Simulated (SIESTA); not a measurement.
Set up this calculation in SIESTA 5.4.2, as the native input.

| Item | Value |
| --- | --- |
| Task | single point |
| Functional | PBE |
| Potentials or basis | PseudoDojo 0.4 standard (PBE files) |
| Basis | DZP (energy shift 0.002 Ry) |
| Grid cutoff | 800 Ry |
| Energy shift | 0.002 Ry |
| k mesh | 7 × 7 × 5 |
| Occupations | fermi-dirac, width 0.05 eV |
| Spin | no spin polarisation |

Crystal: CdS.

```xyz
2
Lattice="4.2612 0.0000 0.0000 -2.1306 3.6903 0.0000 0.0000 0.0000 5.8042" Properties=species:S:1:pos:R:3 pbc="T T T"
Cd    0.0024   -0.0280    2.5193
S     2.1524    1.2446    2.5070
```

The cell comes from a database or a generator and needn't be the stable form of this composition.

The cell isn't the ideal one: atoms moved at random, drawn with an rms of 0.05 Å.

These files were run (other wordings do the same):

CdS.fdf

```
SystemName                      CdS
SystemLabel                     CdS
NumberOfSpecies                 2
NumberOfAtoms                   2
%block ChemicalSpeciesLabel
  1  48 Cd
  2  16 S
%endblock ChemicalSpeciesLabel

UseStructFile                   true

%block kgrid.MonkhorstPack
    7   0   0  0.0
    0   7   0  0.0
    0   0   5  0.0
%endblock kgrid.MonkhorstPack
XC.Functional                   GGA
XC.Authors                      PBE
PAO.BasisSize                   DZP
PAO.EnergyShift                 0.002 Ry
Mesh.Cutoff                     800 Ry
OccupationFunction              FD
ElectronicTemperature           0.05 eV
MaxSCFIterations                120
SCF.MustConverge                false
SCF.Mixer.Method                Pulay
SCF.Mixer.Weight                0.25
SCF.Mixer.History               8
SCF.DM.Tolerance                5.0e-05
SCF.H.Tolerance                 1.0e-03 eV
WriteForces                     true
Charge.Mulliken                 end
```

CdS.STRUCT_IN

```
   4.2611695877     0.0000000000     0.0000000000
  -2.1305847939     3.6902811128     0.0000000000
   0.0000000000     0.0000000000     5.8041729400
2
1  48   -0.0032290000    -0.0075890000     0.4340560000
2  16    0.6737480000     0.3372770000     0.4319240000
```

Potentials or basis: PseudoDojo 0.4 standard (PBE files), DZP (energy shift 0.002 Ry).

Command:

```console
$ siesta < CdS.fdf > CdS.out 2>&1
```

Results of the run:

```json
{
  "Pressure": "0.4 GPa",
  "Largest force": "0.411 eV/Å",
  "Band gap on the k mesh": "1.62 eV, indirect (least direct gap 1.66 eV)"
}
```

Caveat: semicore shells carry a single zeta, which can move pressures by several GPa and volumes by a few percent; an odd mesh through Γ misses points on the zone boundary, where band edges often lie; the basis of atomic orbitals isn't converged, which shifts pressures, moduli and gaps.

Run time: 19 s on 1 thread of Arm Neoverse V1, on a shared host, peak memory 0.26 GiB.
